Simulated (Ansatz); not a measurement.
SnO: changing the functional

Space group P4/nmm:1 (No. 129). a = 3.814 Å, b = 3.814 Å, c = 4.887 Å, α = 90.00°, β = 90.00°, γ = 90.00°
```tsv
atom	site	symmetry	x	y	z
Sn	2c	4mm	0.5000	0.0000	0.7646
O	2a	-4m2	0.0000	0.0000	0.0000
```

The cell is a database's computed one, not the measured one.

Kept alike: task band structure; k mesh 7 × 7 × 6; occupations fermi-dirac, width 0.05 eV; no spin polarisation. Program: Ansatz, all-electron LAPW, scalar-relativistic. The mesh is that of the run's cell of 4 atoms. No spin-orbit coupling.

| functional | band gap (eV) | pressure (GPa) |
| --- | --- | --- |
| LDA | 0.216 | -3.30 |
| PBE | 0.144 | 3.57 |
| PBEsol | 0.116 | -0.56 |

Pressure is positive in compression. Gaps are the smaller of the mesh's and the band path's.

**Question.** What does the functional change here?

**Answer.** The band gap runs from 0.116 (PBEsol) to 0.216 eV (LDA). From PBE: LDA +0.072; PBEsol -0.028. The pressure runs from -3.30 (LDA) to 3.57 GPa (PBE). From PBE: LDA -6.87; PBEsol -4.13. A positive pressure means that the functional's own cell is larger than the one given, a negative one that it is smaller.

All three functionals leave SnO a narrow-gap semiconductor, with a gap well below the measured fundamental one. The likely cause is the missing derivative discontinuity in semilocal Kohn-Sham gaps. The pressures follow the usual order of binding: LDA contracts the lattice, PBE expands it, and PBEsol lies closest to equilibrium at this cell. The gaps do not follow that order, since PBEsol gives the smallest.

The gap is sensitive to geometry because of the tin lone pair. Sn 5s states mix with O 2p into an antibonding valence-band top, while the conduction-band minimum is mainly Sn 5p and is broadened by Sn–Sn interaction across the interlayer space. Compressing the layers strengthens that interaction and narrows the indirect gap. Relaxation would therefore probably lower the LDA gap and raise the PBE one, so the LDA lead at fixed geometry need not survive. The scalar pressure does not show how the stress divides between the stiff layers and the soft stacking direction, which matters most for the gap.
